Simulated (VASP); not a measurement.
# SrCl2 (P-3m1) in VASP: notebook

Runs on SrCl2. Level: PBE. Tasks: single point.

Everything below comes from runs of VASP 6.6.1. Logs are shortened: lines on timing, memory, paths and dates and some standing lists are left out, and cuts for length are marked.

**1. The cell of the first run**

The structure is trigonal, space group P-3m1 (No. 164). The conventional cell has a = 4.599 Å, b = 4.599 Å, c = 5.596 Å, α = 90.00°, β = 90.00°, γ = 120.00°. Around Sr (site symmetry -3m) lie 6 Cl at 2.95 Å. Cl (site symmetry 3m) is surrounded by 3 Sr at 2.95 Å.

The cell was built by a generator and needn't be a form met in nature.

**2. Single point, PBE (biaxial_xy strain +4.3%)**

The input, INCAR:

```
PREC     = Accurate       # precision mode
ENCUT    = 520            # plane-wave cutoff, eV
EDIFF    = 1E-7           # SCF threshold, eV
ISMEAR   = -1             # smearing method
SIGMA    = 0.02           # smearing width, eV
LREAL    = False          # projectors in reciprocal space
LASPH    = True           # aspherical terms in the spheres
NELM     = 100            # most SCF steps
ALGO     = Fast           # electronic algorithm
ISIF     = 2              # what is computed and relaxed
LWAVE    = False          # write WAVECAR
LCHARG   = False          # write CHGCAR
GGA      = PE             # functional
NBANDS   = 19             # bands
```

The input, KPOINTS:

```
Automatic mesh
0
Gamma
  6 6 6
```

The input, POSCAR:

```
SrCl2
1.0
    4.5985235080      0.0000000000      0.0000000000
   -2.2992617540      3.9824381778      0.0000000000
    0.0000000000      0.0000000000      5.5960650195
Sr Cl
1 2
Direct
    0.0000000000      0.0000000000      0.0000000000
    0.3333333333      0.6666666667      0.2318369606
    0.6666666667      0.3333333333      0.7681630394
```

Potentials or basis: VASP PAW PBE potentials, release 64 (Sr_sv, Cl).

Started as:

```bash
cat potpaw_PBE.64/Sr_sv/POTCAR potpaw_PBE.64/Cl/POTCAR > POTCAR
mpirun -np 1 vasp_std > vasp.out
```

OUTCAR:

```text
PREC = Accurate
   ENCUT = 520
   EDIFF = 1E-7
   ISMEAR = -1
   LREAL = False
   LASPH = True
   NELM = 100
   ISIF = 2
   GGA = PE

 ion  position               nearest neighbor table
   1  0.000  0.000  0.000-   2 2.95   3 2.95   2 2.95   3 2.95   3 2.95   2 2.95
   2  0.333  0.667  0.232-   1 2.95   1 2.95   1 2.95
   3  0.667  0.333  0.768-   1 2.95   1 2.95   1 2.95

  LATTYP: Found a hexagonal cell.
 ALAT       =     4.5985235080
 C/A-ratio  =     1.2169264786

  Lattice vectors:

 A1 = (   4.5985235080,   0.0000000000,   0.0000000000)
 A2 = (  -2.2992617540,   3.9824381778,   0.0000000000)
 A3 = (   0.0000000000,   0.0000000000,   5.5960650195)

Analysis of symmetry for initial positions (statically):
=====================================================================
 Subroutine PRICEL returns:
 Original cell was already a primitive cell.

 Routine SETGRP: Setting up the symmetry group for a
 hexagonal supercell.

 Subroutine GETGRP returns: Found 12 space group operations
 (whereof 12 operations were pure point group operations)
 out of a pool of 24 trial point group operations.

The static configuration has the point symmetry D_3d.

Analysis of symmetry for dynamics (positions and initial velocities):
=====================================================================
 Subroutine PRICEL returns:
 Original cell was already a primitive cell.

 Routine SETGRP: Setting up the symmetry group for a
 hexagonal supercell.

 Subroutine GETGRP returns: Found 12 space group operations
 (whereof 12 operations were pure point group operations)
 out of a pool of 24 trial point group operations.

The dynamic configuration has the point symmetry D_3d.

 Subroutine INISYM returns: Found 12 space group operations
 (whereof 12 operations are pure point group operations),
 and found     1 'primitive' translations

----------------------------------------------------------------------------------------

                                     Primitive cell

  volume of cell :     102.4826

  direct lattice vectors                    reciprocal lattice vectors
     4.598523508  0.000000000  0.000000000     0.217461104  0.125551227  0.000000000
    -2.299261754  3.982438178  0.000000000     0.000000000  0.251102454  0.000000000
     0.000000000  0.000000000  5.596065020     0.000000000  0.000000000  0.178696994

  length of vectors
     4.598523508  4.598523508  5.596065020     0.251102454  0.251102454  0.178696994

  position of ions in fractional coordinates (direct lattice)
     0.000000000  0.000000000  0.000000000
     0.333333333  0.666666667  0.231836961
     0.666666667  0.333333333  0.768163039

  ion indices of the primitive-cell ions
   primitive index   ion index
                 1           1
                 2           2
                 3           3

----------------------------------------------------------------------------------------

 KPOINTS: Automatic mesh

Automatic generation of k-mesh.
 Grid dimensions read from file:
 generate k-points for:    6    6    6

 Generating k-lattice:

  Cartesian coordinates                     Fractional coordinates (reciprocal lattice)
     0.036243517  0.020925205  0.000000000     0.166666667  0.000000000  0.000000000
     0.000000000  0.041850409  0.000000000     0.000000000  0.166666667  0.000000000
     0.000000000  0.000000000  0.029782832     0.000000000  0.000000000  0.166666667

  Length of vectors
     0.041850409  0.041850409  0.029782832

  Shift w.r.t. Gamma in fractional coordinates (k-lattice)
     0.000000000  0.000000000  0.000000000

 Subroutine IBZKPT returns following result:
 ===========================================

 Found     34 irreducible k-points:

 Following reciprocal coordinates:
            Coordinates               Weight
  0.000000  0.000000  0.000000      1.000000
  0.166667  0.000000  0.000000      6.000000
  0.333333  0.000000  0.000000      6.000000
  0.500000  0.000000  0.000000      3.000000
  0.166667  0.166667  0.000000      6.000000
  0.333333  0.166667  0.000000     12.000000
[... 16 lines left out ...]
  0.500000  0.000000  0.333333      6.000000
  0.166667  0.166667  0.333333     12.000000
 [... further k-points ...]
   k-points           NKPTS =     34   k-points in BZ     NKDIM =     34   number of bands    NBANDS=     19
   number of dos      NEDOS =    301   number of ions     NIONS =      3
   total plane-waves  NPLWV =  54432
   dimension x,y,z NGX =    36 NGY =   36 NGZ =   42
   dimension x,y,z NGXF=    72 NGYF=   72 NGZF=   84
   ions per type =               1   2
   NGX,Y,Z   is equivalent  to a cutoff of  13.01, 13.01, 12.48 a.u.
   NGXF,Y,Z  is equivalent  to a cutoff of  26.03, 26.03, 24.95 a.u.
 SYSTEM =  unknown system
   PREC   = accura    normal or accurate (medium, high low for compatibility)
   ISTART =      0    job   : 0-new  1-cont  2-samecut
   ICHARG =      2    charge: 1-file 2-atom 10-const
   ISPIN  =      1    spin polarized calculation?
   LNONCOLLINEAR =      F non collinear calculations
   LSORBIT =      F    spin-orbit coupling
   LASPH  =      T    aspherical Exc in radial PAW
   ENCUT  =  520.0 eV  38.22 Ry    6.18 a.u.   8.55  8.55 10.40*2*pi/ulx,y,z
   NELM   =    100;   NELMIN=  2; NELMDL= -5     # of ELM steps
   EDIFF  = 0.1E-06   stopping-criterion for ELM
   LREAL  =      F    real-space projection
   EDIFFG = 0.1E-05   stopping-criterion for IOM
   NSW    =      0    number of steps for IOM
   IBRION =     -1    ionic relax: 0-MD 1-quasi-New 2-CG
   NFREE  =      0    steps in history (QN), initial steepest desc. (CG)
   ISIF   =      2    stress and relaxation
   ISYM   =      2    0-nonsym 1-usesym 2-fastsym
   POTIM  = 0.5000    time-step for ionic-motion
   TEBEG  =    0.0;   TEEND  =   0.0 temperature during run
   PSTRESS=    0.0 pullay stress
   NELECT =      24.0000    total number of electrons
   NUPDOWN=      -1.0000    fix difference up-down
   EMIN   =  10.00;   EMAX   =-10.00  energy-range for DOS
   EFERMI =   0.00;   METHOD = LEGACY
   ISMEAR =    -1;   SIGMA  =   0.02  broadening in eV -4-tet -1-fermi 0-gaus
   EFERMI_NEDOS =   21; number of points for ismear=-14 and -15
   IALGO  =     68    algorithm
   IMIX   =      4    mixing-type and parameters
     AMIX     =   0.40;   BMIX     =  1.00
     AMIX_MAG =   1.60;   BMIX_MAG =  1.00
  volume/ion in A,a.u.               =      34.16       230.53
  Fermi-wavevector in a.u.,A,eV,Ry     =   1.009087  1.906897 13.854215  1.018256
  Thomas-Fermi vector in A             =   2.141994
   LORBIT       =      0    0 simple, 1 ext, 2 COOP (PROOUT), +10 PAW based schemes
   GGA     = PE    functional components
   LHFCALC =     F    Hartree Fock is set to
   AEXX    =    0.0000 exact exchange contribution
   IVDW    =     0    specifies the selected vdW correction
   LEPSILON=     F    determine dielectric tensor
   LRPA    =     F    only Hartree local field effects (RPA)
 non-spin polarized calculation
 RMM-DIIS sequential band-by-band and
  energy-cutoff  :      520.00
  volume of cell :      102.48
 maximum number of plane-waves:      2787
 NGX is ok and might be reduce to    36
   NGX = 17   NGY = 17   NGZ = 21

 number of electron      24.0000002 magnetization

 Free energy of the ion-electron system (eV)
  ---------------------------------------------------
  ext. energy  EPLUGINS =         0.00000000
  ---------------------------------------------------
  free energy    TOTEN  =       -12.59981122 eV

  energy without entropy =      -12.59981122  energy(sigma->0) =      -12.59981122

 E-fermi :  -0.7944     XC(G=0):  -7.4209

 val. band max:       -1.1817975467   @ k =   0.0000   0.0000   0.0000
 cond. band min:       3.6704923169   @ k =   0.0000   0.0000   0.0000
 fundamental gap:      4.8522898636
 Fermi energy:        -0.7943667341

 k-point     1 :       0.0000    0.0000    0.0000
  band No.  band energies     occupation
      1     -34.1010      2.00000
      2     -16.2786      2.00000
      3     -16.0494      2.00000
      4     -16.0494      2.00000
      5     -13.9878      2.00000
      6     -13.4220      2.00000
[... 11 lines left out ...]
     18       7.1807      0.00000
     19       7.1807      0.00000

 k-point     2 :       0.1667    0.0000    0.0000
  band No.  band energies     occupation
      1     -34.0998      2.00000
      2     -16.2560      2.00000
      3     -16.1370      2.00000
      4     -16.0564      2.00000
      5     -13.8601      2.00000
      6     -13.4799      2.00000
[... 11 lines left out ...]
     18       7.1658      0.00000
     19       7.8445      0.00000

 k-point     3 :       0.3333    0.0000    0.0000
  band No.  band energies     occupation
      1     -34.0973      2.00000
      2     -16.3040      2.00000
      3     -16.1917      2.00000
      4     -16.0703      2.00000
      5     -13.7012      2.00000
      6     -13.5222      2.00000
[... 11 lines left out ...]
     18       7.3300      0.00000
     19       8.2814      0.00000

 k-point     4 :       0.5000    0.0000    0.0000
  band No.  band energies     occupation
      1     -34.0960      2.00000
      2     -16.3702      2.00000
      3     -16.1662      2.00000
      4     -16.0772      2.00000
      5     -13.7287      2.00000
      6     -13.4446      2.00000
[... 407 lines left out ...]
     18       7.2545      0.00000
     19       7.6563      0.00000

 k-point    23 :       0.5000    0.0000    0.3333
  band No.  band energies     occupation
      1     -34.0960      2.00000
      2     -16.3670      2.00000
      3     -16.1689      2.00000
      4     -16.0769      2.00000
      5     -13.7538      2.00000
      6     -13.4200      2.00000
[... 11 lines left out ...]
     18       7.4380      0.00000
     19       7.7864      0.00000

 k-point    24 :       0.1667    0.1667    0.3333
  band No.  band energies     occupation
      1     -34.0978      2.00000
      2     -16.2363      2.00000
      3     -16.2275      2.00000
      4     -16.0807      2.00000
      5     -13.6559      2.00000
      6     -13.5902      2.00000
[... 11 lines left out ...]
     18       7.3595      0.00000
     19       8.0457      0.00000

 [... further k-points ...]

------------------------ aborting loop because EDIFF is reached ----------------------------------------

  FORCE on cell =-STRESS in cart. coord.  units (eV):
  Direction    XX          YY          ZZ          XY          YZ          ZX
  --------------------------------------------------------------------------------------
  -------------------------------------------------------------------------------------
  Total       -0.6597785     -0.6597785      0.4180346     -0.0000000      0.0000000      0.0000000
  in kB      -10.3147453    -10.3147453      6.5354061     -0.0000000      0.0000000      0.0000000
  external PRESSURE =      -4.6980281 kB  Pullay stress =       0.0000000 kB

 VOLUME and BASIS-vectors are now :
 -----------------------------------------------------------------------------
  energy-cutoff  :      520.00
  volume of cell :      102.48
      direct lattice vectors                 reciprocal lattice vectors
     4.598523508  0.000000000  0.000000000     0.217461104  0.125551227  0.000000000
    -2.299261754  3.982438178  0.000000000     0.000000000  0.251102454  0.000000000
     0.000000000  0.000000000  5.596065020     0.000000000  0.000000000  0.178696994

 POSITION                                       TOTAL-FORCE (eV/Angst)
 -----------------------------------------------------------------------------------
      0.00000      0.00000      0.00000        -0.000000      0.000000      0.000000
     -0.00000      2.65496      1.29737         0.000000      0.000000      0.027913
      2.29926      1.32748      4.29869        -0.000000      0.000000     -0.027913
 -----------------------------------------------------------------------------------
    total drift:                                0.000000     -0.000000     -0.000000

  FREE ENERGIE OF THE ION-ELECTRON SYSTEM (eV)
  ---------------------------------------------------
  free  energy   TOTEN  =       -12.5998112174 eV

  energy  without entropy=      -12.5998112174  energy(sigma->0) =      -12.59981122
```

Wall time 88 s (1 thread of Intel Xeon Platinum 8259CL at 2.50GHz (Skylake/Cascade Lake), shared host); peak memory 0.25 GiB.

Results:

* Free energy: -12.5998 eV
* Pressure: -0.5 GPa
* Largest force: 0.028 eV/Å
* Band gap on the k mesh: 4.85 eV, direct

Forces on the atoms (eV/Å):
```
Sr   0.000  0.000  0.000
Cl   0.000  0.000  0.028
Cl   0.000  0.000 -0.028
```

Stress tensor (GPa, compression positive):
```
-1.03  0.00  0.00
 0.00 -1.03  0.00
 0.00  0.00  0.65
```

A k mesh can miss the band edges.

**3. Single point, PBE (shear_xy strain +1.1%)**

The input, INCAR:

```
ALGO = Fast
EDIFF = 1E-6
ENCUT = 520
GGA = PE
ISIF = 2
ISMEAR = -1
LASPH = True
LCHARG = True
LELF = True
LREAL = False
LVHAR = True
LWAVE = False
NBANDS = 19
NELM = 100
PREC = Accurate
SIGMA = 0.02
```

The input, KPOINTS:

```
k-points
0
Gamma
  6 6 6
```

The input, POSCAR:

```
SrCl2
1.0
    4.4072489055      0.0249009563      0.0000000000
   -2.1820595920      3.8043390348      0.0000000000
    0.0000000000      0.0000000000      5.5960650195
Sr Cl
1 2
Direct
    0.0000000000      0.0000000000      0.0000000000
    0.3350144158      0.6666215186      0.2488396527
    0.6649855842      0.3333784814      0.7511603473
```

Potentials or basis: VASP PAW PBE potentials, release 64 (Sr_sv, Cl).

Started as:

```bash
cat potpaw_PBE.64/Sr_sv/POTCAR potpaw_PBE.64/Cl/POTCAR > POTCAR
mpirun -np 1 vasp_std > vasp.out
```

It took 3.7 min on 1 thread of Intel Xeon Platinum 8259CL at 2.50GHz (Skylake/Cascade Lake), shared host; peak memory 0.35 GiB.

It converged, with:

| Property | Result |
| --- | --- |
| Free energy | -12.5988 eV |
| Pressure | 1.3 GPa |
| Largest force | 0.020 eV/Å |
| Band gap on the k mesh | 5.16 eV, direct |

Forces on the atoms (eV/Å):
```
Sr   0.000  0.000  0.000
Cl  -0.002  0.000  0.020
Cl   0.002  0.000 -0.020
```

Stress tensor (GPa, compression positive):
```
 1.26 -0.17  0.04
-0.17  1.27  0.00
 0.04  0.00  1.29
```

Levels at points of the mesh, in eV from the valence-band top:
```csv
k point,band 10,band 11,band 12,band 13,band 14,band 15
"(0.00, 0.00, 0.00)",-0.47,-0.44,0.00,5.16,6.65,6.72
"(0.50, 0.00, 0.00)",-0.97,-0.93,-0.78,5.46,6.99,8.10
"(0.00, 0.50, 0.00)",-0.96,-0.94,-0.80,5.46,7.00,8.09
"(0.50, 0.50, 0.00)",-0.96,-0.94,-0.82,5.46,7.01,8.08
"(0.00, 0.00, 0.50)",-0.94,-0.64,-0.62,6.39,6.47,6.63
"(0.50, 0.00, 0.50)",-0.75,-0.57,-0.30,6.12,7.52,7.83
"(0.00, 0.50, 0.50)",-0.76,-0.57,-0.29,6.14,7.53,7.82
"(0.50, 0.50, 0.50)",-0.77,-0.57,-0.28,6.15,7.55,7.81
```

A k mesh can miss the band edges.

**4. Single point, PBE (uniaxial_z strain +3.1%)**

The input, INCAR:

```
SYSTEM = SrCl2
ALGO     = Fast           ! electronic algorithm
EDIFF    = 1E-6           ! SCF threshold, eV
ENCUT    = 520            ! plane-wave cutoff, eV
GGA      = PE             ! functional
ISIF     = 2              ! what is computed and relaxed
ISMEAR   = -1             ! smearing method
LASPH    = .TRUE.         ! aspherical terms in the spheres
LCHARG   = .TRUE.         ! write CHGCAR
LELF     = .TRUE.         ! ELF
LREAL    = .FALSE.        ! projectors in reciprocal space
LVHAR    = .TRUE.       
LWAVE    = .FALSE.        ! write WAVECAR
NBANDS   = 19             ! bands
NELM     = 100            ! most SCF steps
PREC     = Accurate       ! precision mode
SIGMA    = 0.02           ! smearing width, eV
```

The input, KPOINTS:

```
k-points
0
G
  6 6 6
  0 0 0
```

The input, POSCAR:

```
SrCl2
1.0
    4.4072489055      0.0000000000      0.0000000000
   -2.2036244528      3.8167895130      0.0000000000
    0.0000000000      0.0000000000      5.7717814611
Sr Cl
1 2
Direct
    0.0000000000      0.0000000000      0.0000000000
    0.3333333333      0.6666666667      0.2428889105
    0.6666666667      0.3333333333      0.7571110895
```

Started as:

```bash
cat potpaw_PBE.64/Sr_sv/POTCAR potpaw_PBE.64/Cl/POTCAR > POTCAR
mpirun -np 1 vasp_std > vasp.out
```

Wall time 67 s (1 thread of Intel Xeon Platinum 8259CL at 2.50GHz (Skylake/Cascade Lake), shared host); peak memory 0.26 GiB.

It converged, with:

| Quantity | Value |
| --- | --- |
| Free energy | -12.6185 eV |
| Pressure | 1.0 GPa |
| Largest force | 0.025 eV/Å |
| Band gap on the k mesh | 5.20 eV, direct |

Forces in eV/Å, atoms in the order of the input:
```
Sr   0.000  0.000  0.000
Cl   0.000  0.000  0.025
Cl   0.000  0.000 -0.025
```

Stress tensor (GPa, compression positive):
```
1.00 0.00 0.00
0.00 1.00 0.00
0.00 0.00 0.87
```

Levels at points of the mesh, in eV from the valence-band top:
| k point | band 9 | band 10 | band 11 | band 12 | band 13 | band 14 | band 15 | band 16 |
| --- | --- | --- | --- | --- | --- | --- | --- | --- |
| (0.00, 0.00, 0.00) | -1.35 | -0.41 | -0.41 | 0.00 | 5.20 | 6.72 | 6.72 | 7.46 |
| (0.50, 0.00, 0.00) | -0.95 | -0.91 | -0.85 | -0.74 | 5.58 | 7.08 | 8.10 | 8.20 |
| (0.00, 0.00, 0.50) | -1.26 | -0.83 | -0.54 | -0.54 | 6.52 | 6.52 | 6.57 | 7.20 |
| (0.50, 0.00, 0.50) | -1.13 | -0.72 | -0.55 | -0.29 | 6.12 | 7.56 | 7.88 | 8.10 |

A k mesh can miss the band edges.

**5. The runs side by side**

```tsv
cell	further INCAR settings	gap on the mesh (eV)	pressure (GPa)	largest force (eV/Å)
biaxial_xy strain +4.3%	ALGO = Fast; EDIFF = 1e-07; NBANDS = 19	4.85	-0.5	0.03
shear_xy strain +1.1%	ALGO = Fast; EDIFF = 1e-06; NBANDS = 19	5.16	1.3	0.02
uniaxial_z strain +3.1%	ALGO = Fast; EDIFF = 1e-06; NBANDS = 19	5.20	1.0	0.03
```

Alike in all rows: task single point; level PBE; potentials or basis VASP PAW PBE potentials, release 64 (Sr_sv, Cl); no spin polarisation; k mesh 6 × 6 × 6; cutoff (eV) 520; smearing fermi-dirac 0.02 eV.

Total energies depend on the potentials used, so only differences within one code and one set of settings carry meaning.
